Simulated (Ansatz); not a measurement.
Crystal: Sr.

```
Sr
1.0
     0.00000    3.04235    3.04235
     3.04235    0.00000    3.04235
     3.04235    3.04235    0.00000
Sr
1
Direct
  0.00000 0.00000 0.00000
```

| Quantity | Value |
| --- | --- |
| Program | Ansatz 0.2.0 |
| Task | single point |
| Functional | PBEsol |
| Potentials or basis | all-electron LAPW, scalar-relativistic |
| Cutoff | 69 eV (chosen from the basis error) |
| Basis error allowed | 0.001 eV/atom |
| k mesh | 8 × 8 × 8 |
| Occupations | fermi-dirac, width 0.05 eV |
| Spin | no spin polarisation |

On this cell: pressure -0.9 GPa; band gap on the k mesh none (metal or under the smearing width).

The same run follows on a disturbed copy (cell strained at random at fixed volume):

```
CELL_PARAMETERS angstrom
0.06610 3.01958 2.96526
3.13463 0.00753 3.02383
3.12896 3.07248 0.01320
ATOMIC_POSITIONS crystal
Sr 0.99000 0.99567 0.01497
```

**Question.** What does the disturbed cell give?

**Answer.** The energy (extrapolated to zero smearing) moves by +3.3 meV/atom; pressure -0.9 GPa; band gap on the k mesh none (metal or under the smearing width).

Stress tensor (GPa, compression positive):
```
-1.00 -0.22 -0.28
-0.22 -0.87  0.19
-0.28  0.19 -0.78
```
